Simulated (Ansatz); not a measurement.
Crystal: Rh.

```
Rh
1.0
     0.00000    1.89785    1.89785
     1.89785    0.00000    1.89785
     1.89785    1.89785    0.00000
Rh
1
Direct
  0.00000 0.00000 0.00000
```

- Program: Ansatz 0.2.0
- Task: relaxation of cell and atoms
- Functional: revPBE
- Dispersion: D3(BJ)
- Potentials or basis: all-electron LAPW, scalar-relativistic
- Basis error allowed: 0.001 eV/atom
- k mesh: 12 × 12 × 12
- Occupations: fermi-dirac, width 0.05 eV
- Spin: no spin polarisation

At the start: volume 13.67 Å³/atom.

Question: How do energy, volume and symmetry change on relaxing?

Answer: Over 5 steps the energy falls by 3.3 meV/atom and the volume is 13.45 Å³/atom (-1.6 %); space group Fm-3m (No. 225, to 0.05 Å).

The path:
| step | energy change (eV) | largest force (eV/Å) | volume (Å³) |
| --- | --- | --- | --- |
| 1 | 0.0000 | 0.0000 | 13.67 |
| 2 | -0.0011 | 0.0000 | 13.27 |
| 3 | -0.0033 | 0.0000 | 13.45 |
| 4 | -0.0033 | 0.0000 | 13.45 |
| 5 | -0.0033 | 0.0000 | 13.45 |

Final structure:
```
CELL_PARAMETERS angstrom
0.00000 1.88745 1.88745
1.88745 0.00000 1.88745
1.88745 1.88745 0.00000
ATOMIC_POSITIONS crystal
Rh 0.00000 0.00000 0.00000
```
